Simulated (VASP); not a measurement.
# TiO (Pm-3m) in VASP: settings compared

The runs below take TiO through single point, with HSE(alpha, omega).

Everything below comes from runs of VASP 6.6.1. Logs are shortened: lines on timing, memory, paths and dates and some standing lists are left out, and cuts for length are marked.

## 1. The crystal as given

It takes space group Pm-3m (No. 221, cubic). Conventional cell: a = 2.708 Å, b = 2.708 Å, c = 2.708 Å, α = 90.00°, β = 90.00°, γ = 90.00°. Ti (site symmetry m-3m) is surrounded by 8 O at 2.35 Å. O (site symmetry m-3m) has 8 Ti at 2.35 Å as nearest neighbours.

The cell comes from a database or a generator and needn't be the stable form of this composition.

## 2. Single point, HSE(alpha, omega)

File POSCAR:

```
TiO
1.0
    2.7083400800      0.0000000000      0.0000000000
    0.0000000000      2.7083400800      0.0000000000
    0.0000000000      0.0000000000      2.7083400800
Ti O
1 1
Direct
    0.0000000000      0.0000000000      0.0000000000
    0.5000000000      0.5000000000      0.5000000000
```

File INCAR.step1:

```
SYSTEM = TiO
PREC     = Accurate       ! precision mode
ENCUT    = 520            ! plane-wave cutoff, eV
EDIFF    = 1E-5           ! SCF threshold, eV
ISMEAR   = -1             ! smearing method
SIGMA    = 0.05           ! smearing width, eV
LREAL    = .False.        ! projectors in reciprocal space
LASPH    = .True.         ! aspherical terms in the spheres
NELM     = 80             ! most SCF steps
ALGO     = Normal         ! electronic algorithm
ISIF     = 2              ! what is computed and relaxed
LWAVE    = .True.         ! write WAVECAR
LCHARG   = .False.        ! write CHGCAR
NBANDS   = 16             ! bands
GGA      = PE             ! functional
```

File INCAR.step2:

```
SYSTEM = TiO
PREC     = Accurate       ! precision mode
ENCUT    = 520            ! plane-wave cutoff, eV
EDIFF    = 1E-7           ! SCF threshold, eV
ISMEAR   = -1             ! smearing method
SIGMA    = 0.05           ! smearing width, eV
LREAL    = .False.        ! projectors in reciprocal space
LASPH    = .True.         ! aspherical terms in the spheres
NELM     = 80             ! most SCF steps
ALGO     = Normal         ! electronic algorithm
ISIF     = 2              ! what is computed and relaxed
LWAVE    = .False.        ! write WAVECAR
LCHARG   = .False.        ! write CHGCAR
GGA      = PE             ! functional
LHFCALC  = .True.         ! exact exchange
HFSCREEN = 0.4            ! screening, 1/A
AEXX     = 0.25           ! exact-exchange fraction
PRECFOCK = Fast         
NBANDS   = 16             ! bands
ISTART   = 1
```

File KPOINTS:

```
regular mesh
0
Gamma
  5 5 5
  0 0 0
```

Potentials or basis: VASP PAW PBE potentials, release 64 (Ti_sv, O).

Command:

```sh
cat potpaw_PBE.64/Ti_sv/POTCAR potpaw_PBE.64/O/POTCAR > POTCAR
cp INCAR.step1 INCAR
mpirun -np 1 vasp_std > vasp.out
cp INCAR.step2 INCAR
mpirun -np 1 vasp_std > vasp.out
```

OUTCAR:

```text
SYSTEM = TiO
   PREC = Accurate
   ENCUT = 520
   EDIFF = 1E-7
   ISMEAR = -1
   LREAL = .False.
   LASPH = .True.
   NELM = 80
   ISIF = 2
   GGA = PE
   LHFCALC = .True.
   HFSCREEN = 0.4
   AEXX = 0.25
   PRECFOCK = Fast
   ISTART = 1

 ion  position               nearest neighbor table
   1  0.000  0.000  0.000-   2 2.35   2 2.35   2 2.35   2 2.35   2 2.35   2 2.35   2 2.35   2 2.35

   2  0.500  0.500  0.500-   1 2.35   1 2.35   1 2.35   1 2.35   1 2.35   1 2.35   1 2.35   1 2.35

  LATTYP: Found a simple cubic cell.
 ALAT       =     2.7083400800

  Lattice vectors:

 A1 = (   2.7083400800,   0.0000000000,   0.0000000000)
 A2 = (   0.0000000000,   2.7083400800,   0.0000000000)
 A3 = (   0.0000000000,   0.0000000000,   2.7083400800)

Analysis of symmetry for initial positions (statically):
=====================================================================
 Subroutine PRICEL returns:
 Original cell was already a primitive cell.

 Routine SETGRP: Setting up the symmetry group for a
 simple cubic supercell.

 Subroutine GETGRP returns: Found 48 space group operations
 (whereof 48 operations were pure point group operations)
 out of a pool of 48 trial point group operations.

The static configuration has the point symmetry O_h .

Analysis of symmetry for dynamics (positions and initial velocities):
=====================================================================
 Subroutine PRICEL returns:
 Original cell was already a primitive cell.

 Routine SETGRP: Setting up the symmetry group for a
 simple cubic supercell.

 Subroutine GETGRP returns: Found 48 space group operations
 (whereof 48 operations were pure point group operations)
 out of a pool of 48 trial point group operations.

The dynamic configuration has the point symmetry O_h .

 Subroutine INISYM returns: Found 48 space group operations
 (whereof 48 operations are pure point group operations),
 and found     1 'primitive' translations

----------------------------------------------------------------------------------------

                                     Primitive cell

  volume of cell :      19.8660

  direct lattice vectors                    reciprocal lattice vectors
     2.708340080  0.000000000  0.000000000     0.369229849  0.000000000  0.000000000
     0.000000000  2.708340080  0.000000000     0.000000000  0.369229849  0.000000000
     0.000000000  0.000000000  2.708340080     0.000000000  0.000000000  0.369229849

  length of vectors
     2.708340080  2.708340080  2.708340080     0.369229849  0.369229849  0.369229849

  position of ions in fractional coordinates (direct lattice)
     0.000000000  0.000000000  0.000000000
     0.500000000  0.500000000  0.500000000

  ion indices of the primitive-cell ions
   primitive index   ion index
                 1           1
                 2           2

----------------------------------------------------------------------------------------

 KPOINTS: regular mesh

Automatic generation of k-mesh.
 Grid dimensions read from file:
 generate k-points for:    5    5    5

 Generating k-lattice:

  Cartesian coordinates                     Fractional coordinates (reciprocal lattice)
     0.073845970  0.000000000  0.000000000     0.200000000  0.000000000  0.000000000
     0.000000000  0.073845970  0.000000000     0.000000000  0.200000000  0.000000000
     0.000000000  0.000000000  0.073845970     0.000000000  0.000000000  0.200000000

  Length of vectors
     0.073845970  0.073845970  0.073845970

  Shift w.r.t. Gamma in fractional coordinates (k-lattice)
     0.000000000  0.000000000  0.000000000

 Subroutine IBZKPT returns following result:
 ===========================================

 Found     10 irreducible k-points:

 Following reciprocal coordinates:
            Coordinates               Weight
  0.000000  0.000000  0.000000      1.000000
  0.200000  0.000000  0.000000      6.000000
  0.400000  0.000000  0.000000      6.000000
  0.200000  0.200000  0.000000     12.000000
  0.400000  0.200000  0.000000     24.000000
  0.400000  0.400000  0.000000     12.000000
  0.200000  0.200000  0.200000      8.000000
  0.400000  0.200000  0.200000     24.000000
  0.400000  0.400000  0.200000     24.000000
  0.400000  0.400000  0.400000      8.000000
   k-points           NKPTS =     10   k-points in BZ     NKDIM =    125   number of bands    NBANDS=     16
   number of dos      NEDOS =    301   number of ions     NIONS =      2
   total plane-waves  NPLWV =   8000
   dimension x,y,z NGX =    20 NGY =   20 NGZ =   20
   dimension x,y,z NGXF=    40 NGYF=   40 NGZF=   40
   ions per type =               1   1
   NGX,Y,Z   is equivalent  to a cutoff of  12.28, 12.28, 12.28 a.u.
   NGXF,Y,Z  is equivalent  to a cutoff of  24.55, 24.55, 24.55 a.u.
 SYSTEM =  TiO
   PREC   = accura    normal or accurate (medium, high low for compatibility)
   ISTART =      1    job   : 0-new  1-cont  2-samecut
   ICHARG =      0    charge: 1-file 2-atom 10-const
   ISPIN  =      1    spin polarized calculation?
   LNONCOLLINEAR =      F non collinear calculations
   LSORBIT =      F    spin-orbit coupling
   LASPH  =      T    aspherical Exc in radial PAW
   ENCUT  =  520.0 eV  38.22 Ry    6.18 a.u.   5.04  5.04  5.04*2*pi/ulx,y,z
   NELM   =     80;   NELMIN=  2; NELMDL=  0     # of ELM steps
   EDIFF  = 0.1E-06   stopping-criterion for ELM
   LREAL  =      F    real-space projection
   EDIFFG = 0.1E-05   stopping-criterion for IOM
   NSW    =      0    number of steps for IOM
   IBRION =     -1    ionic relax: 0-MD 1-quasi-New 2-CG
   NFREE  =      0    steps in history (QN), initial steepest desc. (CG)
   ISIF   =      2    stress and relaxation
   ISYM   =      3    0-nonsym 1-usesym 2-fastsym
   POTIM  = 0.5000    time-step for ionic-motion
   TEBEG  =    0.0;   TEEND  =   0.0 temperature during run
   PSTRESS=    0.0 pullay stress
   NELECT =      18.0000    total number of electrons
   NUPDOWN=      -1.0000    fix difference up-down
   EMIN   =  10.00;   EMAX   =-10.00  energy-range for DOS
   EFERMI =   0.00;   METHOD = LEGACY
   ISMEAR =    -1;   SIGMA  =   0.05  broadening in eV -4-tet -1-fermi 0-gaus
   EFERMI_NEDOS =   21; number of points for ismear=-14 and -15
   IALGO  =     38    algorithm
   IMIX   =      1    mixing-type and parameters
     AMIX     =   0.40;   BMIX     =  1.00
     AMIX_MAG =   1.60;   BMIX_MAG =  1.00
  volume/ion in A,a.u.               =       9.93        67.03
  Fermi-wavevector in a.u.,A,eV,Ry     =   1.584148  2.993606 34.144167  2.509525
  Thomas-Fermi vector in A             =   2.683810
   LORBIT       =      0    0 simple, 1 ext, 2 COOP (PROOUT), +10 PAW based schemes
   GGA     = PE    functional components
   LHFCALC =     T    Hartree Fock is set to
   PRECFOCK=fast      Normal, Fast or Accurate (Low or Medium for compatibility)
   ENCUT4O =  -1.0   cutoff for four orbital integrals eV
   NKREDX  =     1    reduce k-point grid by
   NKREDY  =     1    reduce k-point grid by
   NKREDZ  =     1    reduce k-point grid by
   AEXX    =    0.2500 exact exchange contribution
   HFSCREEN=    0.4000 screening length (either q_TF or 0.3 A-1)
   HFSCREENC=   0.4000 screening length for correlation (either q_TF or 0.3 A-1)
   ENCUTFOCK=  -1.0 apply spherical cutoff to Coloumb kernel
   IVDW    =     0    specifies the selected vdW correction
   LEPSILON=     F    determine dielectric tensor
   LRPA    =     F    only Hartree local field effects (RPA)
 non-spin polarized calculation
  energy-cutoff  :      520.00
  volume of cell :       19.87
 maximum number of plane-waves:       541
  NGX = 12; NGY = 12; NGZ = 12

 number of electron      18.0000002 magnetization

 Free energy of the ion-electron system (eV)
  ---------------------------------------------------
  ext. energy  EPLUGINS =         0.00000000
  ---------------------------------------------------
  free energy    TOTEN  =       -19.46720447 eV

  energy without entropy =      -19.44817647  energy(sigma->0) =      -19.45769047

 E-fermi :  10.7188     XC(G=0): -10.7166

 val. band max:       10.6798537189   @ k =   0.2000   0.2000   0.0000
 cond. band min:      10.7457075750   @ k =   0.4000   0.4000   0.2000
 fundamental gap:      0.0658538561
 Fermi energy:        10.7188477184

 k-point     1 :       0.0000    0.0000    0.0000
  band No.  band energies     occupation
      1     -50.8797      2.00000
      2     -25.1852      2.00000
      3     -25.1852      2.00000
      4     -25.1852      2.00000
      5     -12.4295      2.00000
      6       6.0250      2.00000
[... 8 lines left out ...]
     15      27.7566      0.00000
     16      27.7567      0.00000

 k-point     2 :       0.2000    0.0000    0.0000
  band No.  band energies     occupation
      1     -50.8435      2.00000
      2     -25.4955      2.00000
      3     -25.1588      2.00000
      4     -25.1588      2.00000
      5     -12.0281      2.00000
      6       3.7703      2.00000
[... 8 lines left out ...]
     15      26.3649      0.00000
     16      26.4798      0.00000

 k-point     3 :       0.4000    0.0000    0.0000
  band No.  band energies     occupation
      1     -50.7843      2.00000
      2     -25.9718      2.00000
      3     -25.1158      2.00000
      4     -25.1158      2.00000
      5     -11.3227      2.00000
      6       1.4300      2.00000
[... 8 lines left out ...]
     15      22.8471      0.00000
     16      24.3478      0.00000

 k-point     4 :       0.2000    0.2000    0.0000
  band No.  band energies     occupation
      1     -50.8079      2.00000
      2     -25.4830      2.00000
      3     -25.4268      2.00000
      4     -25.1342      2.00000
      5     -11.7406      2.00000
      6       3.6870      2.00000
[... 8 lines left out ...]
     15      26.3214      0.00000
     16      26.4255      0.00000
[... 58 lines left out ...]
 k-point     8 :       0.4000    0.2000    0.2000
  band No.  band energies     occupation
      1     -50.7157      2.00000
      2     -25.8592      2.00000
      3     -25.3739      2.00000
      4     -25.3423      2.00000
      5     -11.1208      2.00000
      6       2.3872      2.00000
[... 8 lines left out ...]
     15      22.8609      0.00000
     16      26.4550      0.00000

 k-point     9 :       0.4000    0.4000    0.2000
  band No.  band energies     occupation
      1     -50.6602      2.00000
      2     -25.7793      2.00000
      3     -25.7620      2.00000
      4     -25.3087      2.00000
      5     -10.9022      2.00000
      6       2.8325      2.00000
[... 8 lines left out ...]
     15      22.9123      0.00000
     16      23.3980      0.00000

 k-point    10 :       0.4000    0.4000    0.4000
  band No.  band energies     occupation
      1     -50.6065      2.00000
      2     -25.7120      2.00000
      3     -25.6942      2.00000
      4     -25.6942      2.00000
      5     -10.4903      2.00000
      6       2.4148      2.00000
[... 8 lines left out ...]
     15      21.3183      0.00000
     16      21.3183      0.00000

------------------------ aborting loop because EDIFF is reached ----------------------------------------

  FORCE on cell =-STRESS in cart. coord.  units (eV):
  Direction    XX          YY          ZZ          XY          YZ          ZX
  --------------------------------------------------------------------------------------
  -------------------------------------------------------------------------------------
  Total       -2.3809359     -2.3809359     -2.3809359      0.0000000      0.0000000     -0.0000000
  in kB     -192.0209855   -192.0209855   -192.0209855      0.0000000      0.0000000     -0.0000000
  external PRESSURE =    -192.0209855 kB  Pullay stress =       0.0000000 kB

 VOLUME and BASIS-vectors are now :
 -----------------------------------------------------------------------------
  energy-cutoff  :      520.00
  volume of cell :       19.87
      direct lattice vectors                 reciprocal lattice vectors
     2.708340080  0.000000000  0.000000000     0.369229849  0.000000000  0.000000000
     0.000000000  2.708340080  0.000000000     0.000000000  0.369229849  0.000000000
     0.000000000  0.000000000  2.708340080     0.000000000  0.000000000  0.369229849

 POSITION                                       TOTAL-FORCE (eV/Angst)
 -----------------------------------------------------------------------------------
      0.00000      0.00000      0.00000         0.000000      0.000000      0.000000
      1.35417      1.35417      1.35417         0.000000      0.000000      0.000000
 -----------------------------------------------------------------------------------
    total drift:                               -0.000000     -0.000000      0.000000

  FREE ENERGIE OF THE ION-ELECTRON SYSTEM (eV)
  ---------------------------------------------------
  free  energy   TOTEN  =       -19.4672044683 eV

  energy  without entropy=      -19.4481764687  energy(sigma->0) =      -19.45769047
```

It took 97 s on 1 thread of Intel Xeon 6975P-C (Granite Rapids), shared host; peak memory 0.22 GiB.

What came out:

* Free energy: -19.4672 eV
* Pressure: -19.2 GPa
* Band gap on the k mesh: none (metal or under the smearing width)

Levels at points of the mesh, in eV from the Fermi level:
```tsv
k point	band 7	band 8	band 9	band 10	band 11	band 12
(0.00, 0.00, 0.00)	-4.69	-4.69	-2.71	-2.71	2.24	3.77
```

Caveat: the k mesh is coarse (spacing up to 0.46 Å⁻¹), so the values aren't converged, least of all with exact exchange; the PAW data sets were made with another functional, which shifts forces and pressure a little.

## 3. Single point, HSE(alpha, omega)

POSCAR is that of step 2.

INCAR.step1 is that of step 2.

INCAR.step2: that of step 2 with these lines changed.

```diff
@@ -15,3 +15,3 @@
 LHFCALC  = .True.         ! exact exchange
-HFSCREEN = 0.4            ! screening, 1/A
+HFSCREEN = 0.6            ! screening, 1/A
 AEXX     = 0.25           ! exact-exchange fraction
```

KPOINTS is that of step 2.

Potentials or basis: VASP PAW PBE potentials, release 64 (Ti_sv, O).

Command:

```sh
cat potpaw_PBE.64/Ti_sv/POTCAR potpaw_PBE.64/O/POTCAR > POTCAR
cp INCAR.step1 INCAR
mpirun -np 1 vasp_std > vasp.out
cp INCAR.step2 INCAR
mpirun -np 1 vasp_std > vasp.out
```

Run time: 1.7 min. Hardware: 1 thread of Intel Xeon 6975P-C (Granite Rapids), shared host; peak memory 0.22 GiB.

It converged, with:

```yaml
Free_energy: -18.6788 eV
Pressure: -17.9 GPa
Band_gap_on_the_k_mesh: none (metal or under the smearing width)
```

Levels at points of the mesh, in eV from the Fermi level:
```
           k point  band 6  band 7  band 8  band 9  band 10  band 11  band 12  band 13
(0.00, 0.00, 0.00)   -4.55   -4.55   -4.55   -2.58    -2.58     2.01     3.48     3.48
```

Caveat: the k mesh is coarse (spacing up to 0.46 Å⁻¹), so the values aren't converged, least of all with exact exchange; the PAW data sets were made with another functional, which shifts forces and pressure a little.
